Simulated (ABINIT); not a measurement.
A run of ABINIT 10.8.3 (patched build):

run.abi

```
# Pseudopotentials
pp_dirpath "./"
pseudos "Pb.GGA_PBE-JTH.xml, S.GGA_PBE-JTH.xml"

# Structure
acell 7.9258966301 7.9258966301 7.9258966301
rprim
     0.0000000000     0.7071067812     0.7071067812
     0.7071067812     0.0000000000     0.7071067812
     0.7071067812     0.7071067812     0.0000000000
ntypat 2
znucl 82 16
natom 2
typat 1 2
xred
     0.0000000000     0.0000000000     0.0000000000
     0.5000000000     0.5000000000     0.5000000000
chkprim 0
chksymtnons 0
tolsym 1.0e-6

# Plane-wave basis
ecut 22.0
pawecutdg 44.0
pawxcdev 0

# k points
kptopt 1
ngkpt 8 8 8
nshiftk 1
shiftk 0.0 0.0 0.0

# Exchange and correlation
ixc 11

# Bands and occupations
nband 14
occopt 3
tsmear 0.00183747

# SCF cycle
nstep 100
tolvrs 1.0e-9

# Output
iomode 3
prtwf 0
prtden 0
prteig 0
prtebands 0
enunit 2

# Relaxation
ionmov 2
ntime 60
tolmxf 0.0002
optcell 2
dilatmx 1.08
ecutsm 0.5
strtarget 3*-1.019679e-03 3*0.0
```

Potentials or basis: JTH PAW PBE v2.0.

Launch:

```sh
$ abinit run.abi > log 2>&1
```

Hardware: 1 thread of Arm Neoverse V2 (shared host).

Task: Estimate the wall time of this run.

Result: Wall time 2.6 min on 1 thread of Arm Neoverse V2 (shared host), peak memory 0.16 GiB. Counts: scf iterations 71, mpi ranks 1, k points 29, bands 14, plane waves 2208, ion steps 5.
